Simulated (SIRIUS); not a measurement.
Input of a SIRIUS 7.12.0 run:

File sirius.json:

```json
{
  "control": {
    "processing_unit": "cpu",
    "std_evp_solver_name": "lapack",
    "gen_evp_solver_name": "lapack",
    "verbosity": 2,
    "print_forces": true,
    "ortho_rf": true,
    "use_second_variation": true,
    "rmt_max": 3.0,
    "num_bands_to_print": 22,
    "save_wf": true
  },
  "parameters": {
    "electronic_structure_method": "full_potential_lapwlo",
    "xc_functionals": ["XC_GGA_X_PBE", "XC_GGA_C_PBE"],
    "core_relativity": "none",
    "valence_relativity": "none",
    "num_fv_states": 22,
    "smearing": "fermi_dirac",
    "smearing_width": 0.0018374661,
    "pw_cutoff": 23,
    "gk_cutoff": 4.5,
    "lmax_apw": 12,
    "lmax_rho": 8,
    "lmax_pot": 8,
    "num_mag_dims": 1,
    "auto_rmt": 0,
    "ngridk": [10, 10, 10],
    "shiftk": [0, 0, 0],
    "num_dft_iter": 80,
    "energy_tol": 1e-07,
    "density_tol": 1e-05,
    "use_symmetry": true
  },
  "settings": {"tol_ne": 1e-10},
  "iterative_solver": {"type": "exact"},
  "mixer": {"type": "anderson", "beta": 0.4, "max_history": 8},
  "unit_cell": {
    "lattice_vectors": [[0.0, 4.1989720725, 4.1989720725], [4.1989720725, 0.0, 4.1989720725], [4.1989720725, 4.1989720725, 0.0]],
    "atom_types": ["Mn", "O"],
    "atom_files": {"Mn": "Mn.json", "O": "O.json"},
    "atoms": {"Mn": [[0.0, 0.0, 0.0, 0.0, 0.0, 4.0]], "O": [[0.5, 0.5, 0.5, 0.0, 0.0, 0.0]]}
  }
}
```

File Mn.json:

```json
{
  "name": "manganese",
  "symbol": "Mn",
  "number": 25,
  "mass": 54.938045,
  "rmin": 1e-06,
  "rmt": 2.4,
  "nrmt": 800,
  "rinf": 15.98,
  "core": "1s2s2p",
  "valence": [
    {"basis": [{"enu": 0.07, "dme": 0, "n": 0, "auto": 0}, {"enu": 0.07, "dme": 1, "n": 0, "auto": 0}]},
    {"l": 0, "n": 1, "basis": [{"enu": 0.17, "dme": 0, "n": 0, "auto": 0}]},
    {"l": 1, "n": 2, "basis": [{"enu": 0.17, "dme": 0, "n": 0, "auto": 0}]},
    {"l": 2, "n": 3, "basis": [{"enu": 0.17, "dme": 0, "n": 0, "auto": 0}]},
    {"l": 3, "n": 4, "basis": [{"enu": 0.17, "dme": 0, "n": 0, "auto": 0}]}
  ],
  "lo": [
    {"l": 0, "basis": [{"enu": 0.17, "dme": 0, "n": 0, "auto": 0}, {"enu": 0.17, "dme": 1, "n": 0, "auto": 0}]},
    {
      "l": 0,
      "basis": [{"enu": -2.769, "dme": 0, "n": 3, "auto": 1}, {"enu": -2.769, "dme": 1, "n": 3, "auto": 1}]
    },
    {"l": 0, "basis": [{"enu": -2.769, "dme": 1, "n": 3, "auto": 1}, {"enu": 0.17, "dme": 0, "n": 0, "auto": 0}]},
    {"l": 0, "basis": [{"enu": 0.17, "dme": 0, "n": 0, "auto": 0}, {"enu": 2.9478, "dme": 0, "n": 0, "auto": 0}]},
    {"l": 1, "basis": [{"enu": 0.17, "dme": 0, "n": 0, "auto": 0}, {"enu": 0.17, "dme": 1, "n": 0, "auto": 0}]},
    {
      "l": 1,
      "basis": [{"enu": -1.6372, "dme": 0, "n": 3, "auto": 1}, {"enu": -1.6372, "dme": 1, "n": 3, "auto": 1}]
    },
    {
      "l": 1,
      "basis": [{"enu": -1.6372, "dme": 1, "n": 3, "auto": 1}, {"enu": 0.17, "dme": 0, "n": 0, "auto": 0}]
    },
    {"l": 1, "basis": [{"enu": 0.17, "dme": 0, "n": 0, "auto": 0}, {"enu": 3.3644, "dme": 0, "n": 0, "auto": 0}]},
    {"l": 2, "basis": [{"enu": 0.17, "dme": 0, "n": 0, "auto": 0}, {"enu": 0.17, "dme": 1, "n": 0, "auto": 0}]},
    {"l": 2, "basis": [{"enu": 0.17, "dme": 1, "n": 0, "auto": 0}, {"enu": 0.17, "dme": 2, "n": 0, "auto": 0}]},
    {"l": 2, "basis": [{"enu": 0.17, "dme": 0, "n": 0, "auto": 0}, {"enu": 2.8783, "dme": 0, "n": 0, "auto": 0}]},
    {"l": 3, "basis": [{"enu": 0.17, "dme": 0, "n": 0, "auto": 0}, {"enu": 0.17, "dme": 1, "n": 0, "auto": 0}]},
    {"l": 3, "basis": [{"enu": 0.17, "dme": 0, "n": 0, "auto": 0}, {"enu": 3.1908, "dme": 0, "n": 0, "auto": 0}]}
  ],
  "free_atom": [... radial grid and density of the free atom, the start of the SCF ...]
}
```

Contents of O.json:

```json
{
  "name": "oxygen",
  "symbol": "O",
  "number": 8,
  "mass": 15.9994,
  "rmin": 1e-06,
  "rmt": 1.6,
  "nrmt": 800,
  "rinf": 11.55,
  "core": "1s",
  "valence": [
    {"basis": [{"enu": 0.07, "dme": 0, "n": 0, "auto": 0}, {"enu": 0.07, "dme": 1, "n": 0, "auto": 0}]},
    {"l": 0, "n": 1, "basis": [{"enu": -0.0471, "dme": 0, "n": 0, "auto": 0}]},
    {"l": 1, "n": 2, "basis": [{"enu": 0.17, "dme": 0, "n": 0, "auto": 0}]},
    {"l": 2, "n": 3, "basis": [{"enu": 0.17, "dme": 0, "n": 0, "auto": 0}]},
    {"l": 3, "n": 4, "basis": [{"enu": 0.17, "dme": 0, "n": 0, "auto": 0}]}
  ],
  "lo": [
    {
      "l": 0,
      "basis": [{"enu": -0.0471, "dme": 0, "n": 0, "auto": 0}, {"enu": -0.0471, "dme": 1, "n": 0, "auto": 0}]
    },
    {
      "l": 0,
      "basis": [{"enu": -0.0471, "dme": 1, "n": 0, "auto": 0}, {"enu": -0.0471, "dme": 2, "n": 0, "auto": 0}]
    },
    {
      "l": 0,
      "basis": [{"enu": -0.0471, "dme": 0, "n": 0, "auto": 0}, {"enu": 4.6403, "dme": 0, "n": 0, "auto": 0}]
    },
    {"l": 1, "basis": [{"enu": 0.17, "dme": 0, "n": 0, "auto": 0}, {"enu": 0.17, "dme": 1, "n": 0, "auto": 0}]},
    {"l": 1, "basis": [{"enu": 0.17, "dme": 1, "n": 0, "auto": 0}, {"enu": 0.17, "dme": 2, "n": 0, "auto": 0}]},
    {"l": 1, "basis": [{"enu": 0.17, "dme": 0, "n": 0, "auto": 0}, {"enu": 5.5606, "dme": 0, "n": 0, "auto": 0}]},
    {"l": 2, "basis": [{"enu": 0.17, "dme": 0, "n": 0, "auto": 0}, {"enu": 0.17, "dme": 1, "n": 0, "auto": 0}]},
    {"l": 2, "basis": [{"enu": 0.17, "dme": 1, "n": 0, "auto": 0}, {"enu": 0.17, "dme": 2, "n": 0, "auto": 0}]},
    {"l": 2, "basis": [{"enu": 0.17, "dme": 0, "n": 0, "auto": 0}, {"enu": 6.2637, "dme": 0, "n": 0, "auto": 0}]},
    {"l": 3, "basis": [{"enu": 0.17, "dme": 0, "n": 0, "auto": 0}, {"enu": 0.17, "dme": 1, "n": 0, "auto": 0}]}
  ],
  "free_atom": [... radial grid and density of the free atom, the start of the SCF ...]
}
```

The input sirius_start.json:

```json
{
  "control": {
    "processing_unit": "cpu",
    "std_evp_solver_name": "lapack",
    "gen_evp_solver_name": "lapack",
    "verbosity": 1,
    "print_forces": false,
    "ortho_rf": true,
    "use_second_variation": true,
    "rmt_max": 3.0,
    "num_bands_to_print": 22,
    "save_wf": false
  },
  "parameters": {
    "electronic_structure_method": "full_potential_lapwlo",
    "xc_functionals": ["XC_LDA_X", "XC_LDA_C_PW"],
    "core_relativity": "none",
    "valence_relativity": "none",
    "num_fv_states": 22,
    "smearing": "fermi_dirac",
    "smearing_width": 0.0055123983,
    "pw_cutoff": 23,
    "gk_cutoff": 3.6,
    "lmax_apw": 12,
    "lmax_rho": 8,
    "lmax_pot": 8,
    "num_mag_dims": 1,
    "auto_rmt": 0,
    "ngridk": [4, 4, 4],
    "shiftk": [0, 0, 0],
    "num_dft_iter": 30,
    "energy_tol": 0.01,
    "density_tol": 0.05,
    "use_symmetry": true
  },
  "settings": {"tol_ne": 1e-10},
  "iterative_solver": {"type": "exact"},
  "mixer": {"type": "anderson", "beta": 0.4, "max_history": 8},
  "unit_cell": {
    "lattice_vectors": [[0.0, 4.1989720725, 4.1989720725], [4.1989720725, 0.0, 4.1989720725], [4.1989720725, 4.1989720725, 0.0]],
    "atom_types": ["Mn", "O"],
    "atom_files": {"Mn": "Mn.json", "O": "O.json"},
    "atoms": {"Mn": [[0.0, 0.0, 0.0, 0.0, 0.0, 4.0]], "O": [[0.5, 0.5, 0.5, 0.0, 0.0, 0.0]]}
  }
}
```

File sirius_bands.json:

```json
{
  "control": {
    "processing_unit": "cpu",
    "std_evp_solver_name": "lapack",
    "gen_evp_solver_name": "lapack",
    "verbosity": 2,
    "print_forces": true,
    "ortho_rf": true,
    "use_second_variation": true,
    "rmt_max": 3.0,
    "num_bands_to_print": 22,
    "save_wf": true
  },
  "parameters": {
    "electronic_structure_method": "full_potential_lapwlo",
    "xc_functionals": ["XC_GGA_X_PBE", "XC_GGA_C_PBE"],
    "core_relativity": "none",
    "valence_relativity": "none",
    "num_fv_states": 22,
    "smearing": "fermi_dirac",
    "smearing_width": 0.0018374661,
    "pw_cutoff": 23,
    "gk_cutoff": 4.5,
    "lmax_apw": 12,
    "lmax_rho": 8,
    "lmax_pot": 8,
    "num_mag_dims": 1,
    "auto_rmt": 0,
    "ngridk": [10, 10, 10],
    "shiftk": [0, 0, 0],
    "num_dft_iter": 80,
    "energy_tol": 1e-07,
    "density_tol": 1e-05,
    "use_symmetry": true
  },
  "settings": {"tol_ne": 1e-10},
  "iterative_solver": {"type": "exact"},
  "mixer": {"type": "anderson", "beta": 0.4, "max_history": 8},
  "unit_cell": {
    "lattice_vectors": [[0.0, 4.1989720725, 4.1989720725], [4.1989720725, 0.0, 4.1989720725], [4.1989720725, 4.1989720725, 0.0]],
    "atom_types": ["Mn", "O"],
    "atom_files": {"Mn": "Mn.json", "O": "O.json"},
    "atoms": {"Mn": [[0.0, 0.0, 0.0, 0.0, 0.0, 4.0]], "O": [[0.5, 0.5, 0.5, 0.0, 0.0, 0.0]]}
  },
  "kpoints_rel": {
    "G": [0.0, 0.0, 0.0],
    "K": [0.375, 0.375, 0.75],
    "L": [0.5, 0.5, 0.5],
    "U": [0.625, 0.25, 0.625],
    "W": [0.5, 0.25, 0.75],
    "X": [0.5, 0.0, 0.5]
  },
  "kpoints_path": ["G", "X", "W", "K", "G", "L", "U", "W", "L", "K"]
}
```

Potentials or basis: all-electron FP-LAPW (no relativity for the valence, core without relativity), apw+lo standard.

Command:

```sh
$ OMP_NUM_THREADS=1 sirius.scf --input=sirius_start.json --output=start.json
$ OMP_NUM_THREADS=1 sirius.scf --input=sirius.json --output=output.json --task=1
$ OMP_NUM_THREADS=1 sirius.scf --input=sirius_bands.json --output=bands_out.json --task=2
```

Q: Estimate the net moment.

A: 4.79 μB per cell.

Q: Estimate the band gap along the path.

A: None (metal or under the smearing width).

Q: Estimate the site moments.

A: Mn +4.37; O +0.21 μB.

Levels at the corners of the path, in eV from the Fermi level:
Spin up:
```csv
point,band 10,band 11,band 12,band 13,band 14,band 15,band 16,band 17
Γ,-3.26,-3.26,-2.74,-2.72,-0.19,14.12,16.30,16.30
X,-2.31,-2.11,-2.11,-1.97,5.46,8.00,10.42,13.86
W,-2.46,-2.11,-2.05,-0.94,7.43,8.41,8.41,11.18
K,-2.26,-2.02,-1.68,-0.99,6.80,8.09,8.28,13.42
Γ,-3.26,-3.26,-2.74,-2.72,-0.19,14.12,16.30,16.30
L,-2.38,-1.90,0.20,0.20,3.68,8.03,12.07,12.08
U,-2.26,-2.02,-1.68,-0.99,6.80,8.09,8.28,13.42
W,-2.46,-2.11,-2.05,-0.94,7.43,8.41,8.41,11.18
L,-2.38,-1.90,0.20,0.20,3.68,8.03,12.07,12.08
K,-2.26,-2.02,-1.68,-0.99,6.80,8.09,8.28,13.42
```
Spin down:
```csv
point,band 6,band 7,band 8,band 9,band 10,band 11
Γ,-3.24,-3.24,-3.24,0.71,0.71,0.71
X,-6.27,-4.20,-4.20,-0.82,1.90,2.11
W,-5.56,-5.56,-5.09,1.25,1.25,2.08
K,-5.92,-5.56,-4.53,0.44,2.11,2.13
Γ,-3.24,-3.24,-3.24,0.71,0.71,0.71
L,-7.20,-4.75,-4.75,1.90,1.91,1.91
U,-5.92,-5.56,-4.53,0.44,2.11,2.13
W,-5.56,-5.56,-5.09,1.25,1.25,2.08
L,-7.20,-4.75,-4.75,1.90,1.91,1.91
K,-5.92,-5.56,-4.53,0.44,2.11,2.13
```

Caveat: relativity is left out for the core states; a cell with one magnetic atom can't hold antiferromagnetic order, which such compounds often take; semilocal functionals often make such compounds metallic where correlation or magnetic order opens a gap, which also shifts bond lengths.
